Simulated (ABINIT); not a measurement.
# Quasiparticle gap of LiCl (Fm-3m) in ABINIT, part 2 of 3

How does a plane-wave GW calculation on LiCl (Fm-3m) run from the first input to the gap?

ABINIT 10.8.3; PBE and many-body steps on it, plane waves. Known limits of the many-body steps: not at the basis limit.

So far. Step 2 (Ground state): The gap is direct, at Γ.

## 3. Bands along the symmetry lines

Level of this step: DFT, PBE, plane waves, norm-conserving pseudopotentials (ABINIT).

Levels along a band path, at the cheap level, show where the edges lie and whether the meshes to come will hold them.

File run.abi:

```
acell 3*1.0 Angstrom
rprim 
  0.000000000000 2.571500000000 2.571500000000
  2.571500000000 0.000000000000 2.571500000000
  2.571500000000 2.571500000000 -0.000000000000
ntypat 2
znucl 3 17
natom 2
typat 1 2
xred 
  0.000000000000 0.000000000000 0.000000000000
  0.500000000000 0.500000000000 0.500000000000
pp_dirpath "pseudos"
pseudos "Li.upf, Cl.upf"
ecut 33
iscf -2
irdden 1
kptopt 0
nkpt 50
kpt 
  0.00000000 0.00000000 0.00000000
  0.06250000 0.00000000 0.06250000
  0.12500000 0.00000000 0.12500000
  0.18750000 0.00000000 0.18750000
  0.25000000 0.00000000 0.25000000
  0.31250000 0.00000000 0.31250000
  0.37500000 0.00000000 0.37500000
  0.43750000 0.00000000 0.43750000
  0.50000000 0.00000000 0.50000000
  0.51562500 0.03125000 0.51562500
  0.53125000 0.06250000 0.53125000
  0.54687500 0.09375000 0.54687500
  0.56250000 0.12500000 0.56250000
  0.57812500 0.15625000 0.57812500
  0.59375000 0.18750000 0.59375000
  0.60937500 0.21875000 0.60937500
  0.62500000 0.25000000 0.62500000
  0.37500000 0.37500000 0.75000000
  0.32812500 0.32812500 0.65625000
  0.28125000 0.28125000 0.56250000
  0.23437500 0.23437500 0.46875000
  0.18750000 0.18750000 0.37500000
  0.14062500 0.14062500 0.28125000
  0.09375000 0.09375000 0.18750000
  0.04687500 0.04687500 0.09375000
  0.00000000 0.00000000 0.00000000
  0.06250000 0.06250000 0.06250000
  0.12500000 0.12500000 0.12500000
  0.18750000 0.18750000 0.18750000
  0.25000000 0.25000000 0.25000000
  0.31250000 0.31250000 0.31250000
  0.37500000 0.37500000 0.37500000
  0.43750000 0.43750000 0.43750000
  0.50000000 0.50000000 0.50000000
  0.50000000 0.46875000 0.53125000
  0.50000000 0.43750000 0.56250000
  0.50000000 0.40625000 0.59375000
  0.50000000 0.37500000 0.62500000
  0.50000000 0.34375000 0.65625000
  0.50000000 0.31250000 0.68750000
  0.50000000 0.28125000 0.71875000
  0.50000000 0.25000000 0.75000000
  0.50000000 0.21875000 0.71875000
  0.50000000 0.18750000 0.68750000
  0.50000000 0.15625000 0.65625000
  0.50000000 0.12500000 0.62500000
  0.50000000 0.09375000 0.59375000
  0.50000000 0.06250000 0.56250000
  0.50000000 0.03125000 0.53125000
  0.50000000 0.00000000 0.50000000
istwfk *1
nband 12
nbdbuf 2
tolwfr 1e-08
nstep 40
prtwf 0
prtvol 0
indata_prefix "in"
outdata_prefix "out"
tmpdata_prefix "tmp"
```

Command:

```console
$ OMP_NUM_THREADS=1 mpirun -n 8 abinit run.abi > log
```

Numbers of over 12 decimals in the logs are rounded to 6 here.

The log of the run:

```text
.Version 10.8.3 of ABINIT. v10.8.2 released Aug 2026.

 Symmetries : space group Fm -3 m (#225); Bravais cF (face-center cubic)
[... echo of the input left out ...]
== DATASET  1 ==================================================================
-   mpi_nproc: 8, omp_nthreads: 1 (-1 if OMP is not activated)

--- !DatasetInfo
iteration_state: {dtset: 1, }
dimensions: {natom: 2, nkpt: 50, mband: 12, nsppol: 1, nspinor: 1, nspden: 1, mpw: 2120, }
cutoff_energies: {ecut:  33.0, pawecutdg:  -1.0, }
electrons: {nelect:   1.00000000E+01, charge:   0.00000000E+00, occopt:   1.00000000E+00, tsmear:   1.00000000E-02, }

 Real(R)+Recip(G) space primitive vectors, cartesian coordinates (Bohr,Bohr^-1):
 R(1)=  0.0000000  4.8594307  4.8594307  G(1)= -0.1028927  0.1028927  0.1028927
 R(2)=  4.8594307  0.0000000  4.8594307  G(2)=  0.1028927 -0.1028927  0.1028927
 R(3)=  4.8594307  4.8594307  0.0000000  G(3)=  0.1028927  0.1028927 -0.1028927
 Unit cell volume ucvol=  2.2950185E+02 bohr^3
 Angles (23,13,12)=  6.00000000E+01  6.00000000E+01  6.00000000E+01 degrees

 getcut: wavevector=  0.0000  0.0000  0.0000  ngfft=  36  36  36
         ecut(hartree)=     33.000   => boxcut(ratio)=   2.02572

--- Pseudopotential description ------------------------------------------------
- Li Generated using ONCVPSP code by D. R. Hamann
-  3.00000   3.00000  171031                  znucl, zion, pspdat
12 -101130 1 -1 1944                          pspcod,pspxc,lmax,lloc,mmax
     nproj     2     2     0
  pspatm : epsatm=    2.74360059
         --- l  ekb(1:nproj) -->
             0   -4.951544   -1.544797
             1   -2.250661   -0.474685
 pspatm: atomic psp has been read  and splines computed

- Cl Generated using ONCVPSP code by D. R. Hamann
- 17.00000   7.00000  171031                  znucl, zion, pspdat
12 -101130 2 -1 1028                          pspcod,pspxc,lmax,lloc,mmax
     nproj     2     2     2
  pspatm : epsatm=    9.12776517
         --- l  ekb(1:nproj) -->
             0    8.139296    0.698720
[...]
pspatm: atomic psp has been read  and splines computed

--------------------------------------------------------------------------------

================================================================================
 prteigrs : about to open file out_EIG
 Non-SCF case, kpt    1 (  0.00000  0.00000  0.00000), residuals and eigenvalues=
  7.59E-09  8.36E-09  1.27E-09  2.31E-09  4.16E-09  2.35E-09  2.81E-09  7.13E-09
  5.07E-09  9.38E-09  3.77E-07  7.03E-09
 -1.5911E+00 -4.8424E-01  7.0745E-03  7.0745E-03  7.0745E-03  2.3803E-01
  4.4044E-01  4.4044E-01  4.4044E-01  5.3331E-01  5.3331E-01  5.3967E-01
 Non-SCF case, kpt    2 (  0.06250  0.00000  0.06250), residuals and eigenvalues=
  1.43E-09  9.90E-09  5.66E-09  2.50E-09  6.81E-09  2.65E-09  6.33E-09  5.57E-09
  8.89E-09  2.55E-09  2.54E-04  1.50E-08
 -1.5911E+00 -4.8330E-01  2.4519E-03  5.3341E-03  5.3341E-03  2.4486E-01
[...]
Non-SCF case, kpt    3 (  0.12500  0.00000  0.12500), residuals and eigenvalues=
  5.79E-09  2.21E-09  4.95E-09  1.85E-09  9.78E-09  9.51E-09  8.46E-09  2.46E-09
  4.86E-09  9.08E-09  1.00E-05  6.32E-09
[...]
Non-SCF case, kpt   49 (  0.50000  0.03125  0.53125), residuals and eigenvalues=
[...]
Non-SCF case, kpt   50 (  0.50000  0.00000  0.50000), residuals and eigenvalues=
[...]
-1.5910E+00 -4.5496E-01 -9.7790E-02 -3.2782E-02 -3.2782E-02  2.9430E-01
  3.1055E-01  4.6171E-01  5.2386E-01  5.2386E-01  6.1356E-01  6.6566E-01

--- !ResultsGS
iteration_state: {dtset: 1, }
comment   : Summary of ground state results
lattice_vectors:
- [  0.0000000,   4.8594307,   4.8594307, ]
- [  4.8594307,   0.0000000,   4.8594307, ]
- [  4.8594307,   4.8594307,  -0.0000000, ]
lattice_lengths: [   6.87227,    6.87227,    6.87227, ]
lattice_angles: [ 60.000,  60.000,  60.000, ] # degrees, (23, 13, 12)
lattice_volume:   2.2950185E+02
convergence: {deltae:  0.000E+00, res2:  0.000E+00, residm:  9.936E-09, diffor:  0.000E+00, }
etotal    :  -2.37369020E+01
entropy   :   0.00000000E+00
fermie    :   7.07449410E-03
cartesian_stress_tensor: null
pressure_GPa: null
xred      :
- [  0.0000E+00,   0.0000E+00,   0.0000E+00, Li]
- [  5.0000E-01,   5.0000E-01,   5.0000E-01, Cl]
cartesian_forces: null
force_length_stats: {min: null, max: null, mean: null, }

 Integrated electronic density in atomic spheres:
 ------------------------------------------------
 Atom  Sphere_radius  Integrated_density
[...]
================================================================================

 ----iterations are completed or convergence reached----

 Mean square residual over all n,k,spin=   47.201E-10; max=  99.356E-10
 reduced coordinates (array xred) for    2 atoms
       0.000000000000      0.000000000000      0.000000000000
       0.500000000000      0.500000000000      0.500000000000

 cartesian coordinates (angstrom) at end:
[...]
length scales=  1.889726125908  1.889726125908  1.889726125908 bohr
              =  1.000000000000  1.000000000000  1.000000000000 angstroms
 prteigrs : about to open file out_EIG
 Eigenvalues (hartree) for nkpt=  50  k points:
 kpt#   1, nband= 12, wtk=  1.00000, kpt=  0.0000  0.0000  0.0000 (reduced coord)
[...]
kpt#   2, nband= 12, wtk=  1.00000, kpt=  0.0625  0.0000  0.0625 (reduced coord)
[...]
kpt#   3, nband= 12, wtk=  1.00000, kpt=  0.1250  0.0000  0.1250 (reduced coord)
[...]
kpt#  49, nband= 12, wtk=  1.00000, kpt=  0.5000  0.0313  0.5313 (reduced coord)
  -1.59101   -0.45498   -0.09730   -0.03362   -0.03273    0.29540    0.31216    0.46020
   0.51564    0.52487    0.62135    0.66518
 kpt#  50, nband= 12, wtk=  1.00000, kpt=  0.5000  0.0000  0.5000 (reduced coord)
  -1.59101   -0.45496   -0.09779   -0.03278   -0.03278    0.29430    0.31055    0.46171
   0.52386    0.52386    0.61356    0.66566

== END DATASET(S) ==============================================================
================================================================================

 -outvars: echo values of variables after computation  --------
            nband          12
             nkpt          50
          spgroup         225
 [... the other variables as echoed above ...]

 Calculation completed.
```

Run time: 4.4 s. Hardware: 8 MPI ranks of AMD EPYC 7B13 (Zen 3), shared host; peak memory 0.52 GiB.

This step gave:

```
gap                        : 6.282 eV
k of the valence top       : 0.0469, 0.0469, 0.0938
k of the conduction bottom : 0, 0, 0
least direct gap           : 6.285 eV
```

The gap is 6.282 eV, −0.002 eV from the run before at this level.

The electronic bands at the labelled points (eV, zero at the top of the highest filled band; v1 is the highest filled band, c1 the lowest empty one):

| point | v4 | v3 | v2 | v1 | c1 | c2 | c3 | c4 |
| --- | --- | --- | --- | --- | --- | --- | --- | --- |
| Γ | -13.37 | 0.00 | 0.00 | 0.00 | 6.28 | 11.79 | 11.79 | 11.79 |
| halfway | -13.01 | -1.49 | -0.58 | -0.58 | 8.48 | 9.49 | 9.68 | 12.42 |
| X | -12.57 | -2.86 | -1.09 | -1.09 | 7.81 | 8.26 | 12.37 | 14.06 |
| halfway | -12.58 | -2.75 | -1.31 | -1.01 | 7.94 | 8.69 | 12.06 | 13.04 |
| U | -12.60 | -2.45 | -1.76 | -0.82 | 8.04 | 9.86 | 11.37 | 11.65 |
| jump to K | -12.60 | -2.45 | -1.76 | -0.82 | 8.04 | 9.86 | 11.37 | 11.65 |
| halfway | -13.00 | -1.69 | -0.85 | -0.09 | 7.91 | 10.03 | 10.29 | 10.78 |
| Γ | -13.37 | 0.00 | 0.00 | 0.00 | 6.28 | 11.79 | 11.79 | 11.79 |
| halfway | -13.11 | -1.56 | -0.14 | -0.14 | 7.18 | 10.60 | 10.60 | 10.89 |
| L | -12.81 | -2.78 | -0.25 | -0.25 | 6.74 | 9.43 | 9.43 | 12.89 |
| halfway | -12.70 | -2.51 | -1.29 | -0.57 | 8.17 | 9.25 | 10.46 | 11.65 |
| W | -12.58 | -2.09 | -2.09 | -1.05 | 9.46 | 10.08 | 10.36 | 10.36 |
| halfway | -12.58 | -2.65 | -1.42 | -1.07 | 8.29 | 8.90 | 11.76 | 12.07 |
| X | -12.57 | -2.86 | -1.09 | -1.09 | 7.81 | 8.26 | 12.37 | 14.06 |

The electronic bands as a text plot (rows in eV, shown from -8.0 to 11.9 only):

```
   11.5 |++++     +      ++      +++++++++++ ++       ++    ++
   10.6 |  +++             ++++++++++    ++++         +++++++
    9.8 |    +++++       ++   +++            +++++++++   ++++
    9.0 |       ++     ++                           +++++  ++++
    8.2 |     +++++++++++++++++++                     +      ++++
    7.3 |  +++                   ++++      +++++    ++
    6.5 |++                          ++++++     ++++
    5.7 |
    4.8 |
    4.0 |
    3.2 |
    2.4 |
    1.5 |
    0.7 |
   -0.1 |*****              **************************
   -1.0 |    ***************  *******      *        *************
   -1.8 |     ****      *********           ***        *******
   -2.6 |         *********                    **********  ******
   -3.4 |
   -4.3 |
   -5.1 |
   -5.9 |
   -6.8 |
   -7.6 |
         Γ           X  U|K            Γ         L        W     X
```

## 4. Empty states on the mesh, 6×6×6 mesh, 199 bands

The sums over transitions need many empty states on a uniform mesh; this step solves for them.

File run.abi:

```
acell 3*1.0 Angstrom
rprim 
  0.000000000000 2.571500000000 2.571500000000
  2.571500000000 0.000000000000 2.571500000000
  2.571500000000 2.571500000000 -0.000000000000
ntypat 2
znucl 3 17
natom 2
typat 1 2
xred 
  0.000000000000 0.000000000000 0.000000000000
  0.500000000000 0.500000000000 0.500000000000
pp_dirpath "pseudos"
pseudos "Li.upf, Cl.upf"
ecut 33
ngkpt 6 6 6
nshiftk 1
shiftk 0 0 0
kptopt 1
chksymbreak 0
irdden 1
istwfk *1
nband 199
prtvol 0
optdriver 6
gwr_task "HDIAGO"
paral_kgb 0
occopt 1
indata_prefix "in"
outdata_prefix "out"
tmpdata_prefix "tmp"
```

The log of the run:

```text
[banner, memory and clock lines left out]
.Version 10.8.3 of ABINIT. v10.8.2 released Aug 2026.

 Symmetries : space group Fm -3 m (#225); Bravais cF (face-center cubic)
[... echo of the input left out ...]
== DATASET  1 ==================================================================
-   mpi_nproc: 8, omp_nthreads: 1 (-1 if OMP is not activated)

--- !DatasetInfo
iteration_state: {dtset: 1, }
dimensions: {natom: 2, nkpt: 16, mband: 199, nsppol: 1, nspinor: 1, nspden: 1, mpw: 2092, }
cutoff_energies: {ecut:  33.0, pawecutdg:  -1.0, }
electrons: {nelect:   1.00000000E+01, charge:   0.00000000E+00, occopt:   1.00000000E+00, tsmear:   1.00000000E-02, }

.Using double precision arithmetic; gwpc =  8

- Reading GS density from: in_DEN

--- Pseudopotential description ------------------------------------------------
- Li Generated using ONCVPSP code by D. R. Hamann
-  3.00000   3.00000  171031                  znucl, zion, pspdat
12 -101130 1 -1 1944                          pspcod,pspxc,lmax,lloc,mmax
     nproj     2     2     0
  pspatm : epsatm=    2.74360059
         --- l  ekb(1:nproj) -->
             0   -4.951544   -1.544797
             1   -2.250661   -0.474685
 pspatm: atomic psp has been read  and splines computed

- Cl Generated using ONCVPSP code by D. R. Hamann
- 17.00000   7.00000  171031                  znucl, zion, pspdat
12 -101130 2 -1 1028                          pspcod,pspxc,lmax,lloc,mmax
     nproj     2     2     2
  pspatm : epsatm=    9.12776517
         --- l  ekb(1:nproj) -->
             0    8.139296    0.698720
             1    3.821713    1.107519
             2   -2.938609   -0.805455
 pspatm: atomic psp has been read  and splines computed

   1.18713658E+02                                ecore*ucvol(ha*bohr**3)

 Total charge density [el/Bohr^3]
)     Maximum=    2.7819E+00  at reduced coord.    0.0000    0.0000    0.0000
)     Minimum=    3.4706E-03  at reduced coord.    0.2500    0.2500    0.2500
   Integrated=    1.0000E+01

 === KS gaps after direct diagonalization ===
 Direct band gap semiconductor
 Fundamental gap:     6.285 (eV)
   VBM:     0.193 (eV) at k: [ 0.0000E+00,  0.0000E+00,  0.0000E+00]
   CBM:     6.477 (eV) at k: [ 0.0000E+00,  0.0000E+00,  0.0000E+00]
 Direct gap:         6.285 (eV) at k: [ 0.0000E+00,  0.0000E+00,  0.0000E+00]

== END DATASET(S) ==============================================================

 -outvars: echo values of variables after computation  --------
           etotal      0.0000000000E+00
            nband         199
             nkpt          16
          spgroup         225
 [... the other variables as echoed above ...]

 Calculation completed.
```

It took 14 s on 8 MPI ranks; peak memory 2.4 GiB; 1.8 min of CPU time.

This step gave:

- gap: 6.285 eV
- k of the valence top: 0, 0, 0
- k of the conduction bottom: 0, 0, 0
- least direct gap: 6.285 eV
- k points computed: 16
- lowest point of the top converged band, above the valence top: 168.3002 eV

On this mesh the gap is 6.285 eV.

## 5. Screening, 6×6×6 mesh, 191 bands, screening to 239.5 eV

The RPA dielectric matrix is built and inverted for each q.

This step: RPA screening on PBE, plane waves, norm-conserving pseudopotentials.

Changes to run.abi since step 4:

```diff
@@ -20,10 +20,11 @@
 chksymbreak 0
-irdden 1
 istwfk *1
-nband 199
-prtvol 0
-optdriver 6
-gwr_task "HDIAGO"
-paral_kgb 0
 occopt 1
+irdwfk 1
+optdriver 3
+nband 191
+ecuteps 8.8
+inclvkb 2
+awtr 1
+symchi 1
 indata_prefix "in"
```

The log of the run:

```text
.Version 10.8.3 of ABINIT. v10.8.2 released Aug 2026.

 Symmetries : space group Fm -3 m (#225); Bravais cF (face-center cubic)
[... echo of the input left out ...]
== DATASET  1 ==================================================================
-   mpi_nproc: 8, omp_nthreads: 1 (-1 if OMP is not activated)

--- !DatasetInfo
iteration_state: {dtset: 1, }
dimensions: {natom: 2, nkpt: 16, mband: 191, nsppol: 1, nspinor: 1, nspden: 1, mpw: 2092, }
cutoff_energies: {ecut:  33.0, pawecutdg:  -1.0, }
electrons: {nelect:   1.00000000E+01, charge:   0.00000000E+00, occopt:   1.00000000E+00, tsmear:   1.00000000E-02, }

 SCREENING: Calculation of the susceptibility and dielectric matrices

 Based on a program developped by R.W. Godby, V. Olevano, G. Onida, and L. Reining.
 Incorporated in ABINIT by V. Olevano, G.-M. Rignanese, and M. Torrent.
.Using double precision arithmetic ; gwpc =  8

[... cell and pseudopotentials left out ...]
--------------------------------------------------------------------------------

 ==== K-mesh for the wavefunctions ====
 Number of points in the irreducible wedge :    16
[... list of points left out ...]
 Together with 48 symmetry operations and time-reversal symmetry
 yields   216 points in the full Brillouin Zone.

 ==== Q-mesh for the screening function ====
 Number of points in the irreducible wedge :    16
[... list of points left out ...]
 Together with 48 symmetry operations and time-reversal symmetry
 yields   216 points in the full Brillouin Zone.

 setmesh: FFT mesh size selected  =    27x   27x   27
          total number of points  =        19683

 vcoul_init : cutoff-mode = AUXILIARY_FUNCTION
 q-points for optical limit:   1
     1)      0.000010    0.000020    0.000030

- screening: taking advantage of time-reversal symmetry
- Maximum band index for partially occupied states nbvw = 5
- Remaining bands to be divided among processors   nbcw = 186
- Number of bands treated by each node ~23

 Number of electrons calculated from density =   10.0000; Expected =   10.0000
 average of density, n =  0.043573
 r_s =    1.7629
 omega_plasma =   20.1355 [eV]

 calculating chi0 at frequencies [eV] :
  1    0.000000E+00    0.000000E+00
  2    0.000000E+00    2.013550E+01

--------------------------------------------------------------------------------
  q-point number  1        q = ( 0.000000, 0.000000, 0.000000) [r.l.u.]
--------------------------------------------------------------------------------
[... chi0 elements left out ...]
 For q-point:  0.000010 0.000020 0.000030
  dielectric constant =   2.7541
  dielectric constant without local fields =   3.2520

  Average fulfillment of the sum rule on Im[epsilon] for q-point    1 :     88.99  [%]
[... wings left out ...]
  q-point number  2        q = ( 0.166667, 0.000000, 0.000000) [r.l.u.]
--------------------------------------------------------------------------------
[... chi0 elements left out ...]
  Average fulfillment of the sum rule on Im[epsilon] for q-point    2 :     92.29  [%]

 [... 14 further q-points ...]
```

The job ended after 59 s (8 MPI ranks; peak memory 2.2 GiB).

Numbers from this step:

- ε∞ with local fields, on this mesh, along the program's q direction: 2.754
- the same without local fields: 3.252
- plasma frequency: 20.14 eV
- plane waves in the screening matrix: 283

Local fields lower ε∞ by 15 %.

(Continued in part 3 of 3.)

[Paths, hosts, dates, memory and timing lines, banners, echoed tables and standing remarks are left out of the program output.]

[Logs are printed without paths, hosts, clocks, repeated set-up lines and the standing remarks that a program may print on its own settings, such as how far it seeks lower states.]

[Runs of the session that timed out or met a known fault of the program may be left out.]

[Hosts, paths, dates, database ids (printed as entryN), source tags and the programs' standing remarks are cut or masked in the printed files.]

[G0W0 gaps are taken among the corrected bands and points alone; a level outside them can change the order at an edge.]

[Where Ansatz stands beside ABINIT at settings called matched, ABINIT's density can come from a denser mesh and the files from another edition; pairs whose starting gaps differed by over 0.03 eV were left out, so agreement reads better than it is.]
